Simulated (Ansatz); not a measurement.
This is a relaxation of cell and atoms with Ansatz 0.2.0 on SnO2 in the fluorite structure; the level of theory is LDA. It starts from the PBE minimum.

```yaml
crystal:
  lattice:
    - [0.0, 2.5720474467, 2.5720474467]
    - [2.5720474467, 0.0, 2.5720474467]
    - [2.5720474467, 2.5720474467, 0.0]
  atoms:
    - { symbol: Sn, position: [0.0, 0.0, 0.0] }
    - { symbol: O, position: [0.25, 0.25, 0.25] }
    - { symbol: O, position: [0.75, 0.75, 0.75] }
kpoints:
  mp_grid: { grid: [8, 8, 8] }
hamiltonian:
  xc: lda
scf:
  occupations: { method: fermi_dirac, width: 0.02 }
relax:
  f_tol: 0.005
  cell: {}
output:
  write_density: true
  write_potential: true
  elf: true
  volumetric_format: npy
```

Some lines of the output have been replaced by numbered gaps.
```
Functional definition: SPW92
Crystal: 3 atoms, lattice volume = 34.030 Å³
Basis set: ecut = 420 eV, 645 PW (Γ)
Bands: 17, of which v1, the nominal top of the filled ones, is band 13 counted from 1 (12 counted from 0)
Symmetry: 48 space group operations
Space group: Fm-3m (ITA 225)
[1]
preconditioner: auto → none  [insulator: Δε(μ)=1.109 eV  σ=0.020 eV  ℏωp=32.5 eV]
relax step 1: F+E_penalty+E_count = -6989.45184427 eV  P = -11.764 GPa  Ω = 34.030 Å³
--- Relaxed structure (5 steps of the walk, 5 accepted, 2 SCFs on fresh bases) ---
[2]
```

**Question.** What stood in the gaps? They hold the relaxed structure, the count of irreducible k points.

**Answer.**
```
[1]
k-points: 29 of 512
[2]
  F+E_penalty+E_count = -6989.53123847 eV
  cell:  # Å, volume = 32.0032 Å³
    - [0.000000, 2.519927, 2.519927]
    - [2.519927, 0.000000, 2.519927]
    - [2.519927, 2.519927, 0.000000]
  atoms:
    - { symbol: Sn, position: [0.000000, 0.000000, 0.000000] }
    - { symbol: O, position: [0.250000, 0.250000, 0.250000] }
    - { symbol: O, position: [0.750000, 0.750000, 0.750000] }
```
The trailing digits, and the zero of the energies, depend on the potentials and thresholds.

Run as `ansatz run input.yaml --threads 2 --pin off --max-ram 2211MiB --backend cpu --events-out ev --progress --plain --runs-dir out`. It took 4.3 s on 2 threads of Arm Neoverse V1, on a shared host, load about 0.9 per core; peak host memory 0.29 GiB.

Simulation only: spin-unpolarised, and no claim that this is the phase found in nature.

Spin-orbit coupling is left out, which matters wherever the heavy atoms make up the band edges.
